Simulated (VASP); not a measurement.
Here is a VASP 6.6.1 calculation.

Contents of POSCAR:

```
MoS2
1.0
    3.1690000000      0.0000000000      0.0000000000
   -1.5845000000      2.7444345046      0.0000000000
    0.0000000000      0.0000000000     12.3240000000
Mo S
2 4
Direct
    0.3333333333      0.6666666667      0.2500000000
    0.6666666667      0.3333333333      0.7500000000
    0.3333333333      0.6666666667      0.6230000000
    0.6666666667      0.3333333333      0.1230000000
    0.3333333333      0.6666666667      0.8770000000
    0.6666666667      0.3333333333      0.3770000000
```

The input INCAR.step1:

```
PREC = Accurate
ENCUT = 600
EDIFF = 1E-8
ISMEAR = 0
SIGMA = 0.05
LREAL = False
LASPH = True
NELM = 100
ALGO = Fast
ISIF = 3
LWAVE = False
LCHARG = False
GGA = PE
IVDW = 12
IBRION = 2
NSW = 40
EDIFFG = -0.002
KPAR = 2
```

The input INCAR.step2:

```
PREC = Accurate
ENCUT = 600
EDIFF = 1E-8
ISMEAR = 0
SIGMA = 0.05
LREAL = False
LASPH = True
NELM = 100
ALGO = Fast
ISIF = 3
LWAVE = False
LCHARG = False
GGA = PE
IVDW = 12
IBRION = 6
NFREE = 2
POTIM = 0.015
NSW = 1
KPAR = 2
```

The input KPOINTS:

```
Automatic mesh
0
Gamma
  12 12 3
```

Potentials or basis: VASP PAW PBE potentials, release 64 (Mo_sv, S).

The run is started by

```sh
$ cat potpaw_PBE.64/Mo_sv/POTCAR potpaw_PBE.64/S/POTCAR > POTCAR
$ cp INCAR.step1 INCAR
$ mpirun -np 2 vasp_std > vasp.out
$ cp CONTCAR POSCAR
$ cp INCAR.step2 INCAR
$ mpirun -np 2 vasp_std > vasp.out
```

(1) Predict the Voigt bulk modulus.

(2) Estimate the highest phonon frequency at Γ, LO-TO splitting left out.

(3) Predict the space group after relaxing (to 0.05 Å).

## Answers

(1) 76 GPa.

(2) 469 cm⁻¹.

(3) P6_3/mmc (No. 194).
